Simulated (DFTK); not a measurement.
Fe:

```xyz
1
Lattice="-1.4430 1.4430 1.4430 1.4430 -1.4430 1.4430 1.4430 1.4430 -1.4430" Properties=species:S:1:pos:R:3 pbc="T T T"
Fe    0.0000    0.0000    0.0000
```

Program: DFTK 0.8.2. Alike in all runs: spin collinear, ferromagnetic start; cell as given; cutoff (eV) 1225; smearing fermi-dirac 0.05 eV.

Problem. Order these runs on this cell by their pressure, lowest first.
A. level PBE; potentials or basis dojo.nc.sr.pbe.v0_4_1.standard.upf (PBE); k mesh 13 × 13 × 13
B. level PBEsol; potentials or basis dojo.nc.sr.pbesol.v0_4_1.standard.upf (PBEsol); k mesh 13 × 13 × 13
C. level r2SCAN; potentials or basis SG15 1.2 (PBE); k mesh 12 × 12 × 12
D. level PBEsol; potentials or basis SPMS 1.0 (PBE); k mesh 13 × 13 × 13

Solution. D (-17.7 GPa), B (-15.6 GPa), A (-5.0 GPa), C (0.9 GPa).

Caveats: so large a pressure means that the cell lies far from this level's equilibrium, or that cutoff or potentials fall short (some runs); the potentials were made for another functional, which shifts forces and pressure (some runs).

Not every run made on this cell is shown here.
